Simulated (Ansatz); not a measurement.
Crystal: MnO2.

```xyz
12
Lattice="-4.9075 4.9075 1.4235 4.9075 -4.9075 1.4235 4.9075 4.9075 -1.4235" Properties=species:S:1:pos:R:3 pbc="T T T"
Mn    1.4722    3.2389    1.4235
Mn    1.6685    6.3797    0.0000
Mn    3.4352    1.6686    0.0000
Mn    3.2389   -1.4723    1.4235
O     1.5704    4.4953    0.0000
O     5.3197    1.5704    0.0000
O     3.3371    0.4122    1.4235
O    -0.4122    3.3371    1.4235
O     1.5704    2.0121    0.0000
O     7.8029    1.5704    0.0000
O     3.3371    2.8954    1.4235
O    -2.8954    3.3371    1.4235
```

Measurements of this composition are mostly on another form, of space group No. 136.

Base run:

```yaml
Program: Ansatz 0.2.0
Functional: LDA
Potentials_or_basis: Ansatz PAW
Cutoff: 420 eV
Density_cutoff: 1680 eV
k_mesh: 10 × 10 × 10
Occupations: fermi-dirac, width 0.05 eV
Spin: collinear spin, ferromagnetic start
Starting_moments: "[4.0, 4.0, 4.0, 4.0, 0.0, 0.0, 0.0, 0.0, 0.0, 0.0, 0.0, 0.0] μB"
Hubbard_terms: Mn d U = 6 eV
```

Its results: band gap on the k mesh 0.99 eV, indirect (least direct gap 1.04 eV); pressure 0.3 GPa; net moment 12.00 μB per cell; site moments Mn +2.87; O -0.11, -0.22 μB; largest force 1.292 eV/Å.

Task: The run is repeated on the same cell with these changes: hubbard terms from Mn d U = 6 eV to Mn d U = 8 eV. What comes out?

Result: Band gap on the k mesh 0.64 eV, indirect (least direct gap 0.78 eV); pressure 6.0 GPa; net moment 12.00 μB per cell; site moments Mn +3.06; O -0.21, -0.33 μB; largest force 1.550 eV/Å.

Caveats: the magnetic or orbital state may not be the lowest; only a ferromagnetic start was run, and an antiferromagnetic order may lie lower in energy; the PAW data sets come from PBE, with cores solved anew for the run's functional, which leaves a small shift of forces and pressure; forces of over 1 eV/Å show positions far from the minimum, so gaps and moduli don't describe the material at rest.

Not every run made on this cell is shown here.
